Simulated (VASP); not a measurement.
# AlFe: electric field gradients with PBEsol

AlFe:

```
Al Fe
1.0
     2.91000    0.00000    0.00000
     0.00000    2.91000    0.00000
     0.00000    0.00000    2.91000
Al Fe
1 1
Cartesian
  0.0000 0.0000 0.0000
  1.4550 1.4550 1.4550
```

| Item | Value |
| --- | --- |
| Program | VASP 6.6.1 |
| Task | electric field gradients |
| Functional | PBEsol |
| Potentials or basis | VASP PAW PBE potentials, release 64 (Al, Fe) |
| Cutoff | 520 eV |
| k mesh | 11 × 11 × 11 |
| Occupations | fermi-dirac, width 0.05 eV |
| Spin | no spin polarisation |
| Further INCAR settings | ALGO = Normal; EDIFF = 1e-07 |

```
Pressure               : -11.9 GPa
Band gap on the k mesh : none (metal or under the smearing width)
```

Levels at points of the mesh, in eV from the Fermi level:
```csv
k point,band 4,band 5,band 6,band 7,band 8,band 9
"(0.00, 0.00, 0.00)",0.16,0.16,0.16,6.27,6.27,6.27
```

Electric field gradients, principal values (V/Å²):
| atom | Vxx | Vyy | Vzz |
| --- | --- | --- | --- |
| 1 Al | 0.000 | 0.000 | 0.000 |
| 2 Fe | 0.000 | 0.000 | 0.000 |

It took 9.8 s on 1 thread of AMD EPYC 7R13 Processor (Zen 3), with other jobs on the host, peak memory 0.11 GiB.

Caveat: the PAW data sets were made with another functional, which shifts forces and pressure a little. Spin polarisation is off, so any magnetic state and its effect on volume and gap are missing.
